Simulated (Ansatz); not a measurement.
The computed numbers are results of PBEsol, scalar-relativistic (no spin polarisation) in the plane-wave PAW code Ansatz at 420 eV, 8×8×8 k-mesh, Gaussian smearing of 0.05 eV. The datasets are Ansatz's generated set soft_2.

A compound XTe has these computed properties.

```
Space group                                           : F-43m (No. 216)
Conventional cell                                     : a = 7.206 Å, b = 7.206 Å, c = 7.206 Å, α = 90.00°, β = 90.00°, γ = 90.00°
Volume                                                : 46.77 Å³/atom
Band gap                                              : 0.45 eV
Smallest direct gap                                   : 1.11 eV
Formation energy from the elements (0 K, uncorrected) : -0.08 eV/atom
Bulk modulus (Birch–Murnaghan)                        : 27 GPa
Pressure derivative B0′                               : 4.2
Elastically stable                                    : no (eigenvalue of -6.9 GPa)
```

Sites: X on 4a, Te on 4d.

Q: Which element is X?
A. Pb
B. Hg
C. Tl
D. Bi

A: A. X is Pb, so the compound is PbTe.

The start was a prototype's sites filled with these elements. The Crystallography Open Database lists the compound in space group Fm-3m (rock salt), so this is a trial structure.

These numbers lack spin–orbit coupling.
